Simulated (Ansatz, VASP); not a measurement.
Two plane-wave programs on Hg

File INCAR:

```
SYSTEM = Hg
PREC = Accurate
ENCUT = 520
EDIFF = 1E-7
ISMEAR = -1
SIGMA = 0.05
LREAL = .False.
LASPH = .True.
NELM = 80
ALGO = Normal
ISIF = 2
LWAVE = .False.
LCHARG = .False.
GGA = PE
NBANDS = 12
```

File KPOINTS:

```
Automatic mesh
0
Gamma
  10 10 10
  0 0 0
```

Contents of POSCAR:

```
Hg
1.0
   -1.9014331680      1.9014331680      1.9420693905
    1.9014331680     -1.9014331680      1.9420693905
    1.9014331680      1.9014331680     -1.9420693905
Hg
1
Direct
    0.5000000000      0.5000000000      0.0000000000
```

input.yaml

```yaml
crystal:
  lattice:
    - [-1.901433168, 1.901433168, 1.9420693905]
    - [1.901433168, -1.901433168, 1.9420693905]
    - [1.901433168, 1.901433168, -1.9420693905]
  atoms:
    - { symbol: Hg, position: [0.5, 0.5, 0.0] }
hamiltonian:
  xc: pbe
  pseudopotentials: { kind: paw }
kpoints:
  mp_grid: { grid: [10, 10, 10] }
scf:
  occupations: { method: fermi_dirac, width: 0.05 }
output:
  forces: true
  stress: true
  eigenvalues: true
```

Change from the starting cell: volume scaled by 1.04.

Alike in both runs: task single point; functional PBE; k mesh 10 × 10 × 10; occupations fermi-dirac, width 0.05 eV; no spin polarisation.

|  | VASP | Ansatz |
| --- | --- | --- |
| version | VASP 6.6.1 | Ansatz 0.2.0 |
| potentials or method | VASP PAW PBE potentials, release 64 (Hg) | Ansatz PAW |
| plane-wave cutoff (eV) | 520 | 420 |
| valence electrons in the cell | 12 | 20 |

|  | VASP | Ansatz | Ansatz less VASP |
| --- | --- | --- | --- |
| gap on the k mesh at the Fermi level (eV) | none | none | - |
| pressure (GPa) | 0.8 | 0.7 | -0.11 |

A gap of «none» marks a metal or a gap that the smearing closes. The two sets of potentials don't hold the same shells in valence.

Spin-orbit coupling is left out, which matters for the levels of Hg.
